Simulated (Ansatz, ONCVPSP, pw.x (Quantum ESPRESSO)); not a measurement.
## Which P potential is closest to all-electron in the sc crystal?

All use PBE, scalar-relativistic, no spin, cutoffs from each file’s atomic test, pw.x 7.5; 13³ k-points, Fermi–Dirac smearing 0.01 Ry. Δ is the rms difference from all-electron LAPW of the E(V) curves that follow from fits to the pressures, over ±6 % in volume. Mesh and smearing are coarse and serve the comparison alone. The files are a selection: those with a ghost or negative overlap were mostly not run, and those with noisy or unconverged pressures or nearly equal Δ are left out.

All-electron: a0 = 2.447 Å (V0 = 14.66 Å³/atom), B0 = 113.3 GPa.

**Question.** Rank them by Δ, smallest first.
A. optimised norm-conserving Vanderbilt (ONCV), ONCVPSP 4.0.1, PBE; core [Ne], reference 3s2 3p3; waves: 3s: rc 1.55 bohr, ncon 4, nbas 9, qcut 5.3 1/bohr, 2 projectors, debl 0.4 Ha; 3p: rc 1.80 bohr, ncon 5, nbas 9, qcut 4.6 1/bohr, 2 projectors, debl 0.7 Ha; d scattering state at 0.02 Ha: rc 1.95 bohr, ncon 5, nbas 10, qcut 4.9 1/bohr, 2 projectors, debl 3.1 Ha; local part: polynomial inside 1.50 bohr (lpopt 1, dvloc0 0 Ha); core correction: polynomial model core, fcfact 0.3. In the s channel the program set the typed energies aside and used -0.513, 0.250 Ha.
B. optimised norm-conserving Vanderbilt (ONCV), ONCVPSP 4.0.1, PBE; core [Ne], reference 3s2 3p3; waves: 3s: rc 1.75 bohr, ncon 3, nbas 6, qcut 3 1/bohr, 2 projectors, debl 0.5 Ha; 3p: rc 1.65 bohr, ncon 3, nbas 6, qcut 5.4 1/bohr, 1 projector; d scattering state at 0.17 Ha: rc 1.45 bohr, ncon 3, nbas 7, qcut 6 1/bohr, 2 projectors, debl 3.1 Ha; local part: polynomial inside 1.30 bohr (lpopt 5, dvloc0 4 Ha); core correction: Teter function, fcfact 4.25, rcfact 1.65. In the s channel the program set the typed energies aside and used -0.513, 0.250 Ha.
C. optimised norm-conserving Vanderbilt (ONCV), ONCVPSP 4.0.1, PBE; core [Ne], reference 3s2 3p3; waves: 3s: rc 1.65 bohr, ncon 4, nbas 7, qcut 4.7 1/bohr, 1 projector; 3p: rc 2.00 bohr, ncon 4, nbas 7, qcut 3.3 1/bohr, 1 projector; d scattering state at 0.1 Ha: rc 2.10 bohr, ncon 3, nbas 7, qcut 4.6 1/bohr, 2 projectors, debl 2.7 Ha; local part: polynomial inside 1.30 bohr (lpopt 2, dvloc0 -1 Ha); core correction: Teter function, fcfact 4.25, rcfact 1.8.
D. optimised norm-conserving Vanderbilt (ONCV), ONCVPSP 4.0.1, PBE; core [Ne], reference 3s2 3p3; waves: 3s: rc 1.35 bohr, ncon 4, nbas 8, qcut 5.2 1/bohr, 1 projector; 3p: rc 1.65 bohr, ncon 4, nbas 7, qcut 5.9 1/bohr, 2 projectors, debl 0.9 Ha; d scattering state at 0.03 Ha: rc 1.50 bohr, ncon 4, nbas 7, qcut 7.6 1/bohr, 2 projectors, debl 2.6 Ha; local part: polynomial inside 1.30 bohr (lpopt 4, dvloc0 -1 Ha); core correction: Teter function, fcfact 5.25, rcfact 1.15.

**Answer.** A (0.0 meV/atom), D (0.2 meV/atom), B (3.7 meV/atom), C (7.9 meV/atom).
